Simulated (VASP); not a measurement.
# Ni (Fm-3m) in VASP: band structure with PBE

Aim: the band structure of Ni with PBE.

Everything below comes from runs of VASP 6.6.1. Logs are shortened: lines on timing, memory, paths and dates and some standing lists are left out, and cuts for length are marked.

**1. The crystal as given**

Symmetry: Fm-3m, No. 225, cubic system. The conventional cell has a = 3.518 Å, b = 3.518 Å, c = 3.518 Å, α = 90.00°, β = 90.00°, γ = 90.00°. Ni (site symmetry m-3m) is surrounded by 12 Ni at 2.49 Å.

**2. Band structure, PBE, collinear spin, ferromagnetic start**

File POSCAR:

```
Ni                                      
1.0
    0.0000000000      1.7589157082      1.7589157082
    1.7589157082      0.0000000000      1.7589157082
    1.7589157082      1.7589157082      0.0000000000
  Ni            
     1
Direct
     0.0000000000000000    0.0000000000000000    0.0000000000000000
```

File INCAR.step1:

```
SYSTEM = Ni
PREC = Accurate ; ENCUT = 520
EDIFF = 1E-7 ; ISMEAR = 1
SIGMA = 0.2 ; LREAL = .False.
LASPH = .True. ; NELM = 150
ALGO = Normal ; ISIF = 2
LWAVE = .False. ; LCHARG = .True.
ISPIN = 2 ; MAGMOM = 0.8
LORBIT = 11 ; LMAXMIX = 4
GGA = PE ; NBANDS = 15
```

File KPOINTS.step1:

```
Automatic mesh
0
Gamma
  20 20 20
  0 0 0
```

File INCAR.step2:

```
SYSTEM = Ni
PREC = Accurate ; ENCUT = 520
EDIFF = 1E-7 ; ISMEAR = 0
SIGMA = 0.05 ; LREAL = .False.
LASPH = .True. ; NELM = 150
ALGO = Normal ; ISIF = 2
LWAVE = .False. ; LCHARG = .False.
ISPIN = 2 ; MAGMOM = 0.8
LORBIT = 11 ; LMAXMIX = 4
GGA = PE ; NBANDS = 15
ICHARG = 11
```

File KPOINTS.step2:

```
path GXWKGLUWLK,UX
10
line-mode
reciprocal
 0.0000000000  0.0000000000  0.0000000000  G
 0.5000000000  0.0000000000  0.5000000000  X

 0.5000000000  0.0000000000  0.5000000000  X
 0.5000000000  0.2500000000  0.7500000000  W

 0.5000000000  0.2500000000  0.7500000000  W
 0.3750000000  0.3750000000  0.7500000000  K

 0.3750000000  0.3750000000  0.7500000000  K
 0.0000000000  0.0000000000  0.0000000000  G

 0.0000000000  0.0000000000  0.0000000000  G
 0.5000000000  0.5000000000  0.5000000000  L

 0.5000000000  0.5000000000  0.5000000000  L
 0.6250000000  0.2500000000  0.6250000000  U

 0.6250000000  0.2500000000  0.6250000000  U
 0.5000000000  0.2500000000  0.7500000000  W

 0.5000000000  0.2500000000  0.7500000000  W
 0.5000000000  0.5000000000  0.5000000000  L

 0.5000000000  0.5000000000  0.5000000000  L
 0.3750000000  0.3750000000  0.7500000000  K

 0.6250000000  0.2500000000  0.6250000000  U
 0.5000000000  0.0000000000  0.5000000000  X
```

Potentials or basis: VASP PAW PBE potentials, release 64 (Ni).

Launch:

```
cat potpaw_PBE.64/Ni/POTCAR > POTCAR
cp INCAR.step1 INCAR
cp KPOINTS.step1 KPOINTS
mpirun -np 1 vasp_std > vasp.out
cp INCAR.step2 INCAR
cp KPOINTS.step2 KPOINTS
mpirun -np 1 vasp_std > vasp.out
```

OUTCAR:

```text
SYSTEM = Ni
   PREC = Accurate
   ENCUT = 520
   EDIFF = 1E-7
   ISMEAR = 0
   LREAL = .False.
   LASPH = .True.
   NELM = 150
   ISIF = 2
   ISPIN = 2
   LORBIT = 11
   GGA = PE
   ICHARG = 11

 ion  position               nearest neighbor table
   1  0.000  0.000  0.000-

  LATTYP: Found a face centered cubic cell.
 ALAT       =     3.5178314164

  Lattice vectors:

 A1 = (   0.0000000000,   1.7589157082,   1.7589157082)
 A2 = (   1.7589157082,   0.0000000000,   1.7589157082)
 A3 = (   1.7589157082,   1.7589157082,   0.0000000000)

Analysis of symmetry for initial positions (statically):
=====================================================================
 Subroutine PRICEL returns:
 Original cell was already a primitive cell.

 Routine SETGRP: Setting up the symmetry group for a
 face centered cubic supercell.

 Subroutine GETGRP returns: Found 48 space group operations
 (whereof 48 operations were pure point group operations)
 out of a pool of 48 trial point group operations.

The static configuration has the point symmetry O_h .

Analysis of symmetry for dynamics (positions and initial velocities):
=====================================================================
 Subroutine PRICEL returns:
 Original cell was already a primitive cell.

 Routine SETGRP: Setting up the symmetry group for a
 face centered cubic supercell.

 Subroutine GETGRP returns: Found 48 space group operations
 (whereof 48 operations were pure point group operations)
 out of a pool of 48 trial point group operations.

The dynamic configuration has the point symmetry O_h .

Analysis of structural, dynamic, and magnetic symmetry:
=====================================================================
 Subroutine PRICEL returns:
 Original cell was already a primitive cell.

 Routine SETGRP: Setting up the symmetry group for a
 face centered cubic supercell.

 Subroutine GETGRP returns: Found 48 space group operations
 (whereof 48 operations were pure point group operations)
 out of a pool of 48 trial point group operations.

The overall configuration has the point symmetry O_h .

 Subroutine INISYM returns: Found 48 space group operations
 (whereof 48 operations are pure point group operations),
 and found     1 'primitive' translations

----------------------------------------------------------------------------------------

                                     Primitive cell

  volume of cell :      10.8834

  direct lattice vectors                    reciprocal lattice vectors
     0.000000000  1.758915708  1.758915708    -0.284266038  0.284266038  0.284266038
     1.758915708  0.000000000  1.758915708     0.284266038 -0.284266038  0.284266038
     1.758915708  1.758915708  0.000000000     0.284266038  0.284266038 -0.284266038

  length of vectors
     2.487482450  2.487482450  2.487482450     0.492363221  0.492363221  0.492363221

  position of ions in fractional coordinates (direct lattice)
     0.000000000  0.000000000  0.000000000

  ion indices of the primitive-cell ions
   primitive index   ion index
                 1           1

----------------------------------------------------------------------------------------

 KPOINTS: path GXWKGLUWLK,UX

Interpolating k-points between supplied coordinates.

 Line segments in fractional coordinates (reciprocal lattice):
    0.000000  0.000000  0.000000  ...  0.500000  0.000000  0.500000
    0.500000  0.000000  0.500000  ...  0.500000  0.250000  0.750000
    0.500000  0.250000  0.750000  ...  0.375000  0.375000  0.750000
    0.375000  0.375000  0.750000  ...  0.000000  0.000000  0.000000
    0.000000  0.000000  0.000000  ...  0.500000  0.500000  0.500000
    0.500000  0.500000  0.500000  ...  0.625000  0.250000  0.625000
    0.625000  0.250000  0.625000  ...  0.500000  0.250000  0.750000
    0.500000  0.250000  0.750000  ...  0.500000  0.500000  0.500000
    0.500000  0.500000  0.500000  ...  0.375000  0.375000  0.750000
    0.625000  0.250000  0.625000  ...  0.500000  0.000000  0.500000

 Generated    10 points on each line segment, for a total of    100 k-points:

 Following reciprocal coordinates:
            Coordinates               Weight
  0.000000  0.000000  0.000000      0.010000
  0.055556  0.000000  0.055556      0.010000
  0.111111  0.000000  0.111111      0.010000
  0.166667  0.000000  0.166667      0.010000
  0.222222  0.000000  0.222222      0.010000
  0.277778  0.000000  0.277778      0.010000
[... 16 lines left out ...]
  0.472222  0.277778  0.750000      0.010000
  0.458333  0.291667  0.750000      0.010000
 [... further k-points ...]
   k-points           NKPTS =    100   k-points in BZ     NKDIM =    100   number of bands    NBANDS=     15
   number of dos      NEDOS =    301   number of ions     NIONS =      1
   total plane-waves  NPLWV =   8000
   dimension x,y,z NGX =    20 NGY =   20 NGZ =   20
   dimension x,y,z NGXF=    40 NGYF=   40 NGZF=   40
   ions per type =               1
   NGX,Y,Z   is equivalent  to a cutoff of  13.37, 13.37, 13.37 a.u.
   NGXF,Y,Z  is equivalent  to a cutoff of  26.73, 26.73, 26.73 a.u.
 SYSTEM =  Ni
   PREC   = accura    normal or accurate (medium, high low for compatibility)
   ISTART =      0    job   : 0-new  1-cont  2-samecut
   ICHARG =     11    charge: 1-file 2-atom 10-const
   ISPIN  =      2    spin polarized calculation?
   LNONCOLLINEAR =      F non collinear calculations
   LSORBIT =      F    spin-orbit coupling
   LASPH  =      T    aspherical Exc in radial PAW
   ENCUT  =  520.0 eV  38.22 Ry    6.18 a.u.   4.63  4.63  4.63*2*pi/ulx,y,z
   NELM   =    150;   NELMIN=  2; NELMDL=  0     # of ELM steps
   EDIFF  = 0.1E-06   stopping-criterion for ELM
   LREAL  =      F    real-space projection
   EDIFFG = 0.1E-05   stopping-criterion for IOM
   NSW    =      0    number of steps for IOM
   IBRION =     -1    ionic relax: 0-MD 1-quasi-New 2-CG
   NFREE  =      0    steps in history (QN), initial steepest desc. (CG)
   ISIF   =      2    stress and relaxation
   ISYM   =      2    0-nonsym 1-usesym 2-fastsym
   POTIM  = 0.5000    time-step for ionic-motion
   TEBEG  =    0.0;   TEEND  =   0.0 temperature during run
   PSTRESS=    0.0 pullay stress
   NELECT =      10.0000    total number of electrons
   NUPDOWN=      -1.0000    fix difference up-down
   EMIN   =  10.00;   EMAX   =-10.00  energy-range for DOS
   EFERMI =   0.00;   METHOD = LEGACY
   ISMEAR =     0;   SIGMA  =   0.05  broadening in eV -4-tet -1-fermi 0-gaus
   EFERMI_NEDOS =   21; number of points for ismear=-14 and -15
   IALGO  =     38    algorithm
   IMIX   =      4    mixing-type and parameters
     AMIX     =   0.40;   BMIX     =  1.00
     AMIX_MAG =   1.60;   BMIX_MAG =  1.00
  volume/ion in A,a.u.               =      10.88        73.44
  Fermi-wavevector in a.u.,A,eV,Ry     =   1.591548  3.007590 34.463908  2.533026
  Thomas-Fermi vector in A             =   2.690071
   LORBIT       =     11    0 simple, 1 ext, 2 COOP (PROOUT), +10 PAW based schemes
   GGA     = PE    functional components
   LHFCALC =     F    Hartree Fock is set to
   AEXX    =    0.0000 exact exchange contribution
   IVDW    =     0    specifies the selected vdW correction
   LEPSILON=     F    determine dielectric tensor
   LRPA    =     F    only Hartree local field effects (RPA)
 spin polarized calculation
 Gauss-broadening in eV      SIGMA  =   0.05
  energy-cutoff  :      520.00
  volume of cell :       10.88
 maximum number of plane-waves:       304
 NGX is ok and might be reduce to    20

 number of electron      10.0000009 magnetization       0.6295876

 Free energy of the ion-electron system (eV)
  ---------------------------------------------------
  ext. energy  EPLUGINS =         0.00000000
  ---------------------------------------------------
  free energy    TOTEN  =        -4.66218085 eV

  energy without entropy =       -4.65802119  energy(sigma->0) =       -4.66010102

 E-fermi :   9.5328     XC(G=0): -13.2537

 val. band max:        9.5248081178   @ k =   0.5000   0.5000   0.5000
 cond. band min:       9.5363148020   @ k =   0.5972   0.2500   0.6528
 fundamental gap:      0.0115066842
 Fermi energy:         9.5328205736

 spin component 1

 k-point     1 :       0.0000    0.0000    0.0000
  band No.  band energies     occupation
      1       0.3645      1.00000
      2       6.9326      1.00000
      3       6.9326      1.00000
      4       6.9326      1.00000
      5       8.1133      1.00000
      6       8.1133      1.00000
      7      33.0938      0.00000
      8      36.9521      0.00000
      9      36.9521      0.00000
     10      36.9521      0.00000
     11      39.8871      0.00000
     12      39.8871      0.00000
     13      39.8871      0.00000
     14      42.8551      0.00000
     15      49.1471      0.00000
[... 397 lines left out ...]
 k-point    24 :       0.4583    0.2917    0.7500
  band No.  band energies     occupation
      1       5.5719      1.00000
      2       5.9371      1.00000
      3       6.7014      1.00000
      4       8.1098      1.00000
      5       8.8421      1.00000
      6      16.0168      0.00000
      7      17.2569      0.00000
      8      19.4787      0.00000
      9      21.8046      0.00000
     10      36.6284      0.00000
     11      41.6693      0.00000
     12      42.5233      0.00000
     13      48.1840      0.00000
     14      55.6766      0.00000
     15      55.8995      0.00000

 [... further k-points ...]

 spin component 2

 k-point     1 :       0.0000    0.0000    0.0000
  band No.  band energies     occupation
      1       0.3283      1.00000
      2       7.6933      1.00000
      3       7.6933      1.00000
      4       7.6933      1.00000
      5       8.6986      1.00000
      6       8.6986      1.00000
      7      32.9291      0.00000
      8      36.9311      0.00000
      9      36.9311      0.00000
     10      36.9311      0.00000
     11      39.9884      0.00000
     12      39.9884      0.00000
     13      39.9884      0.00000
     14      42.7310      0.00000
     15      49.3465      0.00000
[... 397 lines left out ...]
 k-point    24 :       0.4583    0.2917    0.7500
  band No.  band energies     occupation
      1       5.9528      1.00000
      2       6.5425      1.00000
      3       7.3207      1.00000
      4       8.6745      1.00000
      5       9.7106      0.00000
      6      16.2069      0.00000
      7      17.4368      0.00000
      8      19.6516      0.00000
      9      21.9156      0.00000
     10      36.6490      0.00000
     11      41.7566      0.00000
     12      42.4941      0.00000
     13      48.3684      0.00000
     14      55.8283      0.00000
     15      57.1414      0.00000

 [... further k-points ...]
[... 5 lines left out ...]
  --------------------------------------------------------------------------------------
  -------------------------------------------------------------------------------------
  Total       14.6534175     14.6534175     14.6534175      0.0000000      0.0000000      0.0000000
  in kB     2157.1702806   2157.1702806   2157.1702806      0.0000000      0.0000000      0.0000000
  external PRESSURE =    2157.1702806 kB  Pullay stress =       0.0000000 kB

 VOLUME and BASIS-vectors are now :
 -----------------------------------------------------------------------------
  energy-cutoff  :      520.00
  volume of cell :       10.88
      direct lattice vectors                 reciprocal lattice vectors
     0.000000000  1.758915708  1.758915708    -0.284266038  0.284266038  0.284266038
     1.758915708  0.000000000  1.758915708     0.284266038 -0.284266038  0.284266038
     1.758915708  1.758915708  0.000000000     0.284266038  0.284266038 -0.284266038

 POSITION                                       TOTAL-FORCE (eV/Angst)
 -----------------------------------------------------------------------------------
      0.00000      0.00000      0.00000        -0.000000      0.000000      0.000000
 -----------------------------------------------------------------------------------
    total drift:                                0.000000      0.000000      0.000000

  FREE ENERGIE OF THE ION-ELECTRON SYSTEM (eV)
  ---------------------------------------------------
  free  energy   TOTEN  =        -4.6621808461 eV

  energy  without entropy=       -4.6580211880  energy(sigma->0) =       -4.66010102

 total charge

# of ion       s       p       d       tot
------------------------------------------
    1        0.369   0.442   8.551   9.361

 magnetization (x)

# of ion       s       p       d       tot
------------------------------------------
    1       -0.005  -0.029   0.596   0.562
```

Wall time 48 s (1 thread of Intel Xeon 6975P-C (Granite Rapids), shared host); peak memory 0.18 GiB.

What came out:

- Band gap along the path: none (metal or under the smearing width)
- Net moment: 0.63 μB per cell

Caveat: the log is that of the step along the path at fixed density, whose energy, stress, charges and moments have no meaning.
